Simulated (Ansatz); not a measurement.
# Nb2COF MXene monolayer in a perpendicular field, part 3 of 3

What dipole does a perpendicular field induce in the Nb2COF MXene monolayer? A positive field points along +c.

Ansatz 0.2.0; plane-wave DFT, PBE-D4, Ansatz PAW.

So far. Step 7 (Single point, field -0.3 V/Å): The dipole is -0.130 e·Å, -0.0776 e·Å from its value without field.

### Step 8. Response, atoms held (continued)

The induced electron density oscillates, so the rows of the table below give means over windows of 0.5 Å about each position, cut where the curve ends. Its maxima inside the range that stand out by 2 % of the span (Å: e/Å³ per V/Å): 8.44: 0.00335, 9.15: 0.00199, 10.15: 0.00143, 12.44: -1.5e-4, 13.16: -9.0e-5, 13.87: -0.00153. Its minima: 8.87: 0.00141, 9.58: 4.3e-4, 12.01: -5.6e-4, 12.73: -3.6e-4, 13.73: -0.00200, 14.44: -0.00372.

Electrons, planar mean, per unit field. Induced electron density against z; means over each step:

| z (Å) | induced electron density (e/Å³ per V/Å) |
| --- | --- |
| 4.5 | 2.8e-7 |
| 5.0 | 1.0e-6 |
| 5.5 | 3.8e-6 |
| 6.0 | 1.5e-5 |
| 6.5 | 5.7e-5 |
| 7.0 | 2.1e-4 |
| 7.5 | 7.2e-4 |
| 8.0 | 0.00206 |
| 8.5 | 0.00290 |
| 9.0 | 0.00171 |
| 9.5 | 8.3e-4 |
| 10.0 | 0.00122 |
| 10.5 | 0.00106 |
| 11.0 | 5.6e-4 |
| 11.5 | -1.1e-4 |
| 12.0 | -4.9e-4 |
| 12.5 | -2.5e-4 |
| 13.0 | -2.4e-4 |
| 13.5 | -0.00138 |
| 14.0 | -0.00195 |
| 14.5 | -0.00345 |
| 15.0 | -0.00223 |
| 15.5 | -8.5e-4 |
| 16.0 | -2.7e-4 |
| 16.5 | -8.0e-5 |
| 17.0 | -2.2e-5 |
| 17.5 | -5.9e-6 |
| 18.0 | -1.6e-6 |
| 18.5 | -4.3e-7 |

By hand: between -0.1 and 0.1 V/Å the dipole changes by 0.05171 e·Å, a slope of 0.2585 e·Å²/V. A perfect conductor of thickness t has p = ε₀AEt, so t = 180.95 × 0.2585 / 8.465 = 5.53 Å (e/ε₀ = 180.95 V·Å, A in Å²).

The induced dipole is that of a conductor 5.53 Å thick.

### Step 9. Varying the input

This step: plane-wave DFT, PBE-D4, Ansatz PAW (Ansatz 0.2.0).

An input spoilt on purpose, to show how the run answers: it repeats the earlier run at 0.1 V/Å with accuracy to 2.5, and scf.max_iter set to 60.

File input.yaml:

```yaml
crystal:
  lattice:
    - [3.1264501753, 0.0, 0.0]
    - [-1.5632250876, 2.7075852755, 0.0]
    - [0.0, 0.0, 22.8809764641]
  atoms:
    - { symbol: F, position: [0.3333333333, 0.6666666667, 0.3933398565] }
    - { symbol: Nb, position: [0.6666666667, 0.3333333333, 0.4553537355] }
    - { symbol: C, position: [0.0, 0.0, 0.5053355549] }
    - { symbol: Nb, position: [0.3333333333, 0.6666666667, 0.5598925555] }
    - { symbol: O, position: [0.6666666667, 0.3333333333, 0.6066601435] }
kpoints:
  mp_grid: { grid: [18, 18, 1] }
  band_path:
    path: [[0, 0, 0], [0.5, 0, 0], [0.33333333, 0.33333333, 0], [0, 0, 0]]
    npoints: 16
hamiltonian:
  xc: pbe
  dispersion: d4
scf:
  occupations: { method: fermi_dirac, width: 0.05 }
  convergence: { dr2_threshold: 1.0e-10 }
  max_iter: 60
efield:
  axis: 3
  dipole_correction: true
  ramp_position: 0.97
  ramp_width: 0.06
  amplitude: 0.1
output:
  write_potential: true
  write_density: true
  volumetric_format: npy
accuracy: 2.5
```

The run is started by

```console
> ansatz run input.yaml --threads 4 --pin off --max-ram 6144MiB --backend cpu --events-out ev --progress --plain --runs-dir out
```

Numbers of over 12 decimals in the logs are rounded to 6 here.

What it wrote:

```text
Error: YAML parse error: error: line 34 column 1: unknown variant `2.5`, expected one of low, medium, high
  --> <input>:34:1
   |
32 |   write_density: true
33 |   volumetric_format: npy
34 | accuracy: 2.5
   | ^ unknown variant `2.5`, expected one of low, medium, high
```

The job ended after 0.02 s (4 threads of Intel Xeon Platinum 8488C (Sapphire Rapids), shared host; peak memory 0.031 GiB).

The program refused the input before any cycle.

The program's message: “Error: YAML parse error: error: line 34 column 1: unknown variant `2.5`, expected one of low, medium, high”

The fault put into the input: a value of the wrong type.

### Step 10. A changed input

Another changed input: it repeats the earlier run at 0.1 V/Å with efield.dipole_correction from true to false and efield.amplitude from 0.1 to -0.2.

Edit input.yaml of step 9 so:

```diff
@@ -22,9 +22,8 @@
   convergence: { dr2_threshold: 1.0e-10 }
-  max_iter: 60
 efield:
   axis: 3
-  dipole_correction: true
+  dipole_correction: false
   ramp_position: 0.97
   ramp_width: 0.06
-  amplitude: 0.1
+  amplitude: -0.2
 output:
@@ -33,2 +32 @@
   volumetric_format: npy
-accuracy: 2.5
```

What it wrote:

```text
[...]
Crystal: 5 atoms, lattice volume = 193.690 Å³
Basis set: ecut = 420 eV, 3785 PW (Γ)
Bands: 27, of which v1, the nominal top of the filled ones, is band 22 counted from 1 (21 counted from 0)
Symmetry: 6 space group operations
[...]
k-points: 37 of 324 (time reversal used)
[...]
SCF iter   1: F=—  HF=-10735.585171 eV  |F-HF|=—  |Δ(HF+E_count)|=         —  Δρ=1.10e-2  dr2=2.33e0  ethr=1.77e-3  p=-0.034 e·Å  V_vac-E_F(+/−)=3.40/7.40 eV  ⟨swp⟩=9.0  Hψ=5966  notcnv=0
[...]
SCF iter  11: F=-10735.450071 eV  HF=-10735.450071 eV  |F-HF|=2.55e-11  |Δ(HF+E_count)|=  5.11e-10  Δρ=8.02e-8  dr2=1.75e-11  ethr=1.00e-12  p=-0.137 e·Å  V_vac-E_F(+/−)=3.56/7.32 eV  ⟨swp⟩=2.9  Hψ=2057  notcnv=0
SCF 1 converged in 11 iterations: F = -10735.450071 eV  dr2 = 1.75e-11
[...]
SCF converged after 11 iterations
Free energy (F): -10735.450071 eV
[...]
Internal energy: -10735.437394 eV  (E = F + TS)
E sigma→0 (E₀):  -10735.443732 eV
Entropy (-TS):   -0.012677 eV (-2.535 meV/atom)
Fermi energy:    0.661608 eV
Dipole field:    D = -0.128248 V/Å  (p = -0.137277 e·Å, saw-weighted)
Work function:   not extracted (applied field tilts the vacuum); planar V_es + V_field profile in the machine report
[...]
--- Band table (eV; the first three rows and the last of 37) ---
  k-point 0: bands = [... 18 lower, -2.4663, -2.4663, -0.1746, -0.1746, 0.5803, 2.1303, 2.1303, 2.8164, ... 1 higher]
  k-point 1: bands = [... 18 lower, -2.5295, -2.5178, -0.2411, -0.1113, 0.6008, 2.0956, 2.1892, 2.8556, ... 1 higher]
  k-point 2: bands = [... 18 lower, -2.6466, -2.5701, -0.4151, 0.0727, 0.6352, 2.0771, 2.3328, 2.8552, ... 1 higher]
  k-point 36: bands = [... 18 lower, -3.3227, -3.3206, 0.4556, 0.8454, 1.5503, 2.4535, 2.9945, 3.4984, ... 1 higher]
```

It took 5.8 s on 4 threads; peak memory 0.62 GiB.

| quantity | this run | earlier run | difference |
| --- | --- | --- | --- |
| dipole along the normal (e·Å) | -0.1373 | -0.02651 | -0.11 |

The applied field differs, and the slope found earlier predicts a dipole of -0.104 e·Å; this run gives -0.137 e·Å, 0.033 e·Å less.

With the dipole correction off, the periodic images add a field of their own to the typed one.

These numbers are not those of the isolated slab.

### Step 11. Summary of results

```
gap without field                          : none
work function, upper face                  : 5.91 eV
step between the vacuum levels             : 1.12 eV
equivalent conductor thickness, atoms held : 5.53 Å
```

The induced dipole equals that of a perfect conductor 5.53 Å thick, while the outer atoms lie 4.88 Å apart. The two faces differ: the vacuum level above lies 1.12 eV higher than the one below. There is no gap over 0.03 eV, with or without the field. The first relaxation ran with spin and lost its moment, and the later runs have none; other magnetic states were not tried. Spin-orbit coupling is left out. The MXene's terminations sit over the metal atoms of its far layer; the site over carbon or nitrogen, which some compounds prefer, was not run.

[Logs are printed without paths, hosts, clocks, repeated set-up lines and the standing remarks that a program may print on its own settings, such as how far it seeks lower states.]

[Hosts, paths, dates, database ids (printed as entryN), source tags and the programs' standing remarks are cut or masked in the printed files.]

[Maps of the electrostatic potential energy from Ansatz leave out the sawtooth potential of an applied field or a dipole correction, so their vacuum need not be flat; planar profiles and work functions include it.]
